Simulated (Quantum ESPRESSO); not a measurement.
The system is Ti.

```
Ti
1.0
     0.00000    2.03000    2.03000
     2.03000    0.00000    2.03000
     2.03000    2.03000    0.00000
Ti
1
Direct
  0.00000 0.00000 0.00000
```

This isn't the form of Ti at room conditions, which is hcp.

| Property | Result |
| --- | --- |
| Program | Quantum ESPRESSO 7.5 |
| Task | phonons and electron-phonon coupling |
| Functional | PBE |
| Potentials or basis | GBRV 1.5 PBE |
| Cutoff | 612 eV |
| Density cutoff | 4898 eV |
| k mesh | 12 × 12 × 12 |
| Occupations | methfessel-paxton, width 0.272 eV |
| Spin | no spin polarisation |
| Mixing beta | 0.5 |
| Most SCF iterations | 120 |
| SCF threshold | 2e-10 Ry |
| q mesh | 4 × 4 × 4 |

The cell and the atoms were relaxed first, to 17.37 Å³/atom (a = 2.907 Å, b = 2.907 Å, c = 2.907 Å, α = 60.00°, β = 60.00°, γ = 60.00°), and the response was taken there.

Levels for the coupling come from a 36 × 36 × 36 mesh; ten broadenings of the double delta from 0.07 to 0.68 eV; Tc from the McMillan formula in the Allen-Dynes form.

**Question.** How strong is the electron-phonon coupling, and what superconducting temperature follows?

**Answer.** Over broadenings from 0.27 to 0.54 eV, λ lies between 1.04 and 1.11 and ω_log near 205 K, which gives Tc from 15.1 to 16.7 K at μ* = 0.10 and from 13.0 to 14.6 K at μ* = 0.13.

Electron-phonon coupling by broadening of the double delta (levels on a 36 × 36 × 36 mesh):
```
broadening (eV)     λ  N(E_F) (states/eV a spin and cell)  ω_log (K)  Tc, μ* 0.10 (K)  Tc, μ* 0.13 (K)
           0.07  1.21                               0.874        209             19.0             16.8
           0.14  1.15                               0.867        207             17.6             15.5
           0.20  1.13                               0.865        207             17.1             15.0
           0.27  1.11                               0.862        207             16.7             14.6
           0.34  1.09                               0.857        206             16.2             14.2
           0.41  1.07                               0.849        206             15.8             13.8
           0.48  1.05                               0.842        205             15.4             13.4
           0.54  1.04                               0.834        204             15.1             13.0
           0.61  1.03                               0.828        203             14.8             12.7
           0.68  1.02                               0.823        201             14.5             12.5
```

The same from a weighted sum over the computed q points, without interpolation:
```
broadening (eV)     λ  ω_log (K)  Tc, μ* 0.10 (K)  Tc, μ* 0.13 (K)
           0.07  1.26        204             19.5             17.4
           0.14  1.19        204             18.1             16.1
           0.20  1.16        205             17.7             15.6
           0.27  1.14        204             17.2             15.1
           0.34  1.12        204             16.7             14.7
           0.41  1.10        202             16.3             14.2
           0.48  1.09        201             15.9             13.9
           0.54  1.07        200             15.5             13.5
           0.61  1.06        199             15.2             13.2
           0.68  1.05        198             14.9             12.9
```

Eliashberg function at a broadening of 0.27 eV:
| cm⁻¹ | α²F |
| --- | --- |
| 6 | 0.000 |
| 17 | 0.000 |
| 28 | 0.003 |
| 39 | 0.006 |
| 50 | 0.013 |
| 61 | 0.029 |
| 72 | 0.065 |
| 83 | 0.144 |
| 94 | 0.260 |
| 105 | 0.267 |
| 116 | 0.297 |
| 128 | 0.338 |
| 139 | 0.472 |
| 150 | 0.584 |
| 161 | 0.808 |
| 172 | 1.539 |
| 183 | 0.983 |
| 194 | 0.739 |
| 205 | 0.537 |
| 216 | 0.004 |

The smallest broadenings aren't converged on these meshes, and μ* is assumed, not computed; spin fluctuations are left out.

Caveat: λ from interpolated matrix elements is rough: modes that symmetry makes equal can differ by tens of percent.
